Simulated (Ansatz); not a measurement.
Reactions of C2H4SSe, SMILES `CC(=S)[SeH]`.

Calculated with Ansatz (gas phase, PBE0-D4/def2-TZVP geometries, no zero-point term in ΔE). CCSD(T)/CBS adds triple-zeta CCSD(T) − MP2 to the extrapolated MP2 energy (def2 sets, frozen cores). This one scheme is used for every species, atoms too. Open shells (•) are unrestricted, without spin–orbit coupling. Spin–orbit coupling would lower the free atoms: a little for C, S; clearly for Se. Elements past krypton have def2 core potentials. Bonds to Ge, Se, Sn are less sure, by a few kJ/mol each and by 10 to 20 or more in all where they break to atoms, as the def2 sets lack core-valence functions. Scalar relativity is left out up to krypton. One conformer a species, not always the lowest.

Problem. Order these by ΔE at CCSD(T)/CBS, lowest first. (Best estimate.)
A. `CC(=S)[SeH]` + `[Cl][GeH3]` → `[Cl][GeH2][SeH]` + `CC=S`
B. `CC(=S)[SeH]` + `[SnH4]` → `[SeH][SnH3]` + `CC=S`
C. `CC(=S)[SeH]` → 2 C• + 4 H• + S• + Se•
D. `CC(=S)[SeH]` + acetic acid → `CC(=O)[SeH]` + `CC(O)=S`
E. `CC(=S)[SeH]` + `OPO` → `OP(O)[SeH]` + `CC=S`
F. `CC(=S)[SeH]` + H₂O → `CC(O)=S` + H₂Se
G. `CC(=S)[SeH]` + `O=C(O)O[SiH3]` → `O=C([SeH])O[SiH3]` + `CC(O)=S`
H. `CC(=S)[SeH]` + `B1O[SiH2]1` → `[SeH][SiH]1BO1` + `CC=S`

Solution. B (-96.3 kJ/mol), H (-85.9 kJ/mol), A (-69.9 kJ/mol), E (-41.9 kJ/mol), F (-10.3 kJ/mol), G (+11.3 kJ/mol), D (+20.8 kJ/mol), C (+2818.7 kJ/mol).

Largest T1 diagnostic: 0.017, for `B1O[SiH2]1`.
